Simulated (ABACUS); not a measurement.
Si2Ni: equation of state with PBEsol

Si2Ni:

```
Ni Si
1.0
     0.00000    2.70300    2.70300
     2.70300    0.00000    2.70300
     2.70300    2.70300    0.00000
Ni Si
1 2
Direct
  0.00000 0.00000 0.00000
  0.75000 0.75000 0.75000
  0.25000 0.25000 0.25000
```

```json
{"Program": "ABACUS 3.10.1", "Task": "equation of state", "Functional": "PBEsol", "Potentials or basis": "PseudoDojo NC SR 0.4.1 PBEsol standard", "Cutoff": "1333 eV", "Density cutoff": "5333 eV", "Basis": "plane waves", "k mesh": "9 × 9 × 9", "Occupations": "fermi-dirac, width 0.05 eV", "Spin": "collinear spin, ferromagnetic start", "Starting moments": "[1.0, 0.0, 0.0] μB", "Radial cutoff of the potentials (pseudo_rcut)": "7 bohr", "SCF threshold on the density": "1e-08", "Max SCF steps": "100", "Eigensolver": "dav", "Mixing": "broyden", "Mixing share": "0.4", "Symmetry key": "1"}
```

```yaml
Equilibrium_volume: 13.09 Å³/atom
Bulk_modulus: 155 GPa
Pressure_derivative_of_the_bulk_modulus: 3.8
```

Energy against volume, from the lowest point:
```tsv
volume (Å³/atom)	energy (meV/atom)
12.376	20.18
12.639	7.59
12.902	1.05
13.166	0.00
13.429	3.95
13.692	12.44
13.956	25.05
```

All runs of the series together: 6.2 min on 4 threads of AMD EPYC 7R43 64-Core Processor (Zen 3), with other jobs on the host.
